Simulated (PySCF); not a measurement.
Screening by computed properties: pick the candidate that meets the target.

Species are written as SMILES; each is one conformer at its optimised geometry, gas phase, non-relativistic unless stated. Electronic properties by PySCF.

The conformers computed, where there is a choice (atom-mapped SMILES and torsion angles):
- `[CH:1]#[C:2][SiH:3]([NH2:4])[NH2:5]`: H–N4–Si3–C2 -59°, H–N4–Si3–C2 85°, H–N5–Si3–C2 -28°, H–N5–Si3–C2 -177°
- `[CH3:1][C:2](=[S:3])[c:4]1[cH:5][cH:6][cH:7][n:8][cH:9]1`: C1–C2–C4–C5 -179°
- `[N:1]#[C:2][SiH2:3][OH:4]`: H–O4–Si3–C2 58°

Task: Wanted: smallest rotational constant above 2.5 GHz (PBE0-D3(BJ)/def2-SVP) and lowest singlet excitation below 6.3 eV (TDDFT PBE0/def2-SVPD), at PBE0-D3(BJ)/def2-SVP geometries. Which candidate meets both?
A. `C1=CC=[NH+]C=C1`
B. `N#C[SiH2]O`
C. `CC(=S)c1cccnc1`
D. `C#C[SiH](N)N`

Result: A. Computed values:
```
        species  smallest rotational constant  lowest singlet excitation
 CC(=S)c1cccnc1                     0.733 GHz                    2.18 eV
   C#C[SiH](N)N                     2.127 GHz                    6.03 eV
C1=CC=[NH+]C=C1                     2.872 GHz                    5.58 eV
     N#C[SiH2]O                     2.976 GHz                    6.67 eV
```

Task: Wanted: lowest triplet excitation (Tamm–Dancoff) below 4.4 eV (TDA PBE0/def2-SVPD) and static isotropic polarisability below 100 au (PBE0/def2-SVPD), at PBE0-D3(BJ)/def2-SVP geometries. Which candidate meets both?
A. `C#C[SiH](N)N`
B. `c1cc[nH+]cc1`
C. `S=C(C)c1cccnc1`
D. `[OH][Ga]([OH])[OH]`
E. `N#C[SiH2]O`

Result: B. Computed values:
```
           species  lowest triplet excitation (Tamm–Dancoff)  static isotropic polarisability
    S=C(C)c1cccnc1                                   1.74 eV                         114.0 au
      c1cc[nH+]cc1                                   4.05 eV                          56.1 au
      C#C[SiH](N)N                                   4.84 eV                          65.1 au
        N#C[SiH2]O                                   5.63 eV                          44.8 au
[OH][Ga]([OH])[OH]                                   5.99 eV                          38.3 au
```

Task: Wanted: vertical ionisation energy below 10 eV (ΔSCF PBE0/def2-SVPD) and HOMO–LUMO gap above 7 eV (PBE0/def2-SVPD), at PBE0-D3(BJ)/def2-SVP geometries. Which candidate meets both?
A. `N#C[SiH2]O`
B. `C1=CC=[NH+]C=C1`
C. `C#C[SiH](N)N`
D. `CC(=S)c1cccnc1`

Result: C. Computed values:
```csv
species,vertical ionisation energy,HOMO–LUMO gap
CC(=S)c1cccnc1,8.43 eV,3.74 eV
C#C[SiH](N)N,9.39 eV,7.54 eV
N#C[SiH2]O,11.85 eV,8.40 eV
C1=CC=[NH+]C=C1,15.54 eV,6.39 eV
```

Task: Wanted: electronic spatial extent ⟨r²⟩ about the centre of nuclear charge between 420 bohr² and 1000 bohr² (PBE0/def2-SVPD) and HOMO energy above -9 eV (PBE0/def2-SVPD), at PBE0-D3(BJ)/def2-SVP geometries. Which candidate meets both?
A. `CC(=S)c1cccnc1`
B. `C#C[SiH](N)N`
C. `N#C[SiH2]O`
D. `C1=CC=[NH+]C=C1`

Result: B. Computed values:
| species | electronic spatial extent ⟨r²⟩ about the centre of nuclear charge | HOMO energy |
| --- | --- | --- |
| N#C[SiH2]O | 405 bohr² | -9.64 eV |
| C1=CC=[NH+]C=C1 | 433 bohr² | -13.45 eV |
| C#C[SiH](N)N | 599 bohr² | -7.45 eV |
| CC(=S)c1cccnc1 | 1486 bohr² | -6.60 eV |
